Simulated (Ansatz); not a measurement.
NaH in the rocksalt structure, relaxed with r2SCAN in the PAW code Ansatz. The symmetry is Fm-3m (No. 225, cubic); a = 4.795 Å in the conventional setting, 13.78 Å³ an atom. Na has 6 H at 2.40 Å; H has 6 Na at 2.40 Å.

The axes x, y and z are those of this cell:
```yaml
crystal:
  lattice:
    - [0.00000, 2.39751, 2.39751]
    - [2.39751, 0.00000, 2.39751]
    - [2.39751, 2.39751, 0.00000]
  atoms:
    - { symbol: Na, position: [0.00000, 0.00000, 0.00000] }
    - { symbol: H, position: [0.50000, 0.50000, 0.50000] }
```

Unstrained: PBE gives an indirect gap of 3.802 eV, from W to L; the least direct gap is 4.672 eV at L. The r2SCAN gap is indirect, 4.401 eV (W to L), below the direct gap of 5.264 eV at L. The HSE06 gap is indirect, 4.849 eV (W to L), below the direct gap of 5.811 eV at L. Meshes: PBE 10×10×10, r2SCAN 10×10×10, HSE06 6×6×6. Strains are changes of length per length, and xy shears are angles. After each strain the atoms were relaxed again with r2SCAN within the symmetry that the strain leaves, so tilts or polar shifts that break it weren't tested; points keep the names that they have in the unstrained zone. Spin-unpolarised throughout; all numbers are computed.

Q: Estimate what xy shear, engineering strain (angle) -0.5 % does to the gap.

A: PBE: the gap goes from 3.802 to 3.786 eV (-0.016 eV); the L points, equivalent before, split by 30 meV, and the conduction bottom lies at those like (0, 1/2, 0); the edges go from W → L to (1/4, 0.497, -0.253) → L. r2SCAN: the gap goes from 4.401 to 4.385 eV (-0.016 eV); the L points, equivalent before, split by 30 meV, and the conduction bottom lies at those like (0, 1/2, 0); the edges go from W → L to (1/4, 0.497, -0.253) → L. HSE06: the gap goes from 4.849 to 4.834 eV (-0.015 eV); the L points, equivalent before, split by 30 meV, and the conduction bottom lies at those like (0, 1/2, 0); the edges go from W → L to (1/4, 0.497, -0.253) → L. The r2SCAN energy rises by 0.0 meV an atom.

Q: One strain changed the r2SCAN stress by xx -0.69, yy -0.69, zz -0.69 GPa (compression positive) and the gap by -0.050 eV (PBE), -0.054 eV (r2SCAN), -0.059 eV (HSE06). Which kind of strain was it, and roughly how large?

A: Isotropic +1.0 % on every length. The pattern of the stress gives the kind; the size needs the stiffness, so it is an estimate.

Q: Apply epitaxial +5.0 % in the xy plane, free normal strain -2.33 %. How far does the gap move, against the unstrained cell?

A: PBE: the gap goes from 3.802 to 3.624 eV (-0.178 eV); the edges go from W → L to (0.357, -1/2, -0.143) → L. r2SCAN: the gap goes from 4.401 to 4.213 eV (-0.188 eV); the edges go from W → L to (0.357, -1/2, -0.143) → L. HSE06: the gap goes from 4.849 to 4.640 eV (-0.209 eV); the edges go from W → L to (0.357, -1/2, -0.143) → L. The r2SCAN energy rises by 10.0 meV an atom.

Q: Estimate what epitaxial -0.5 % in the plane normal to [111], free normal strain +0.22 % does to the gap.

A: PBE: the gap goes from 3.802 to 3.771 eV (-0.031 eV); the edges go from W → L to (0.245, -1/2, -1/4) → L. r2SCAN: the gap goes from 4.401 to 4.371 eV (-0.030 eV); the edges go from W → L to (0.245, -1/2, -1/4) → L. HSE06: the gap goes from 4.849 to 4.821 eV (-0.028 eV); the edges go from W → L to (0.245, -1/2, -1/4) → L. The r2SCAN energy rises by 0.1 meV an atom.

Q: One strain changed the r2SCAN stress by xx +0.53, yy +0.53, zz +2.40 GPa (compression positive) and the gap by +0.046 eV (PBE), +0.050 eV (r2SCAN), +0.058 eV (HSE06). Which kind of strain was it, and roughly how large?

A: Uniaxial -4.0 % along z, other directions held. The pattern of the stress gives the kind; the size needs the stiffness, so it is an estimate.

Where an edge lies off the special points, it is a point of the mesh or the k point where a search put PBE's edge or least direct gap, reused for the other functionals, whose own edges may lie a little apart.

Coordinates of k points refer to the reciprocal vectors of the primitive cell of the runs.

The meshes of the hybrids are coarse, so their gaps aren't converged to the digits shown.
